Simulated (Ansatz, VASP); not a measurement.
**One calculation of C, two programs**

```
C
1.0
     2.52210    0.00000    0.00000
    -1.26105    2.18420    0.00000
     0.00000    0.00000   16.47430
C
16
Direct
  0.00000 0.00000 0.04672
  0.00000 0.00000 0.54672
  0.00000 0.00000 0.45328
  0.00000 0.00000 0.95328
  0.33333 0.66667 0.07786
  0.66667 0.33333 0.57786
  0.33333 0.66667 0.42214
  0.66667 0.33333 0.92214
  0.33333 0.66667 0.17123
  0.66667 0.33333 0.67123
  0.33333 0.66667 0.32877
  0.66667 0.33333 0.82877
  0.33333 0.66667 0.79743
  0.66667 0.33333 0.29743
  0.33333 0.66667 0.70257
  0.66667 0.33333 0.20257
```

Alike in both runs: functional PBE; k mesh 15 × 15 × 2; occupations fermi-dirac, width 0.05 eV; no spin polarisation.

Ansatz relaxed the structure, and its values are those at the end. VASP's run is a single point on that final structure, the one shown.

|  | VASP | Ansatz |
| --- | --- | --- |
| version | VASP 6.6.1 | Ansatz 0.2.0 |
| potentials or method | VASP PAW PBE potentials, release 64 (C) | plane-wave PAW, scalar-relativistic |
| plane-wave cutoff (eV) | 520 | 420 |
| valence electrons in the cell | 64 | 64 |

|  | VASP | Ansatz | Ansatz less VASP |
| --- | --- | --- | --- |
| gap on the k mesh at the Fermi level (eV) | 4.39 | 4.40 | +0.008 |
| pressure (GPa) | 2.7 | 2.0 | -0.77 |
| rms of the force components (eV/Å) | 0.004 | 0.002 | -0.0023 |

Ansatz warned: «stress_scf_threshold_loose».

Caveats: an odd mesh through Γ misses points on the zone boundary, where band edges often lie.
